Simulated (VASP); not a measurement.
VASP inputs for NaCl (zincblende)

INCAR

```
EDIFF = 1E-7
LWAVE = .FALSE.
LASPH = .TRUE.
SIGMA = 0.01
NELM = 120
LREAL = .FALSE.
IBRION = -1
METAGGA = R2SCAN
PREC = Accurate
LCHARG = .FALSE.
ISMEAR = 0
NSW = 0
NBANDS = 14
ALGO = Normal
ISIF = 2
ENCUT = 520
```

KPOINTS

```
KPOINTS created by Atomic Simulation Environment
0
Gamma
8 8 8
0 0 0
```

KPOINTS_OPT

```
special points
6
Reciprocal
0.0000000000 0.0000000000 0.0000000000 1
0.5000000000 0.0000000000 0.5000000000 1
0.5000000000 0.2500000000 0.7500000000 1
0.3750000000 0.3750000000 0.7500000000 1
0.5000000000 0.5000000000 0.5000000000 1
0.6250000000 0.2500000000 0.6250000000 1
```

POSCAR

```
Na Cl
 1.0000000000000000
     0.0000000000000000    3.0872728252856900    3.0872728252856900
     3.0872728252856900    0.0000000000000000    3.0872728252856900
     3.0872728252856900    3.0872728252856900   -0.0000000000000000
 Na  Cl
   1   1
Cartesian
  0.0000000000000000  0.0000000000000000  0.0000000000000000
  1.5436364126428450  1.5436364126428450  1.5436364126428450
```

VASP ran with the recommended PBE PAW datasets (14 valence electrons in the cell).

**Question.** Predict the results.

**Answer.** gap between bands v and c 5.57 eV; least direct gap 5.57 eV; pressure -0.1 GPa.

Band v is the last that the valence electrons fill when counted band by band, and c is the next. Levels in eV from the top of v:

```csv
point,v−1,v,c,c+1
Γ,0.00,0.00,5.57,12.07
X,-0.30,-0.30,7.49,9.80
W,-0.63,-0.34,8.28,10.23
K,-0.56,-0.23,8.14,9.86
L,-0.09,-0.09,8.34,9.47
```
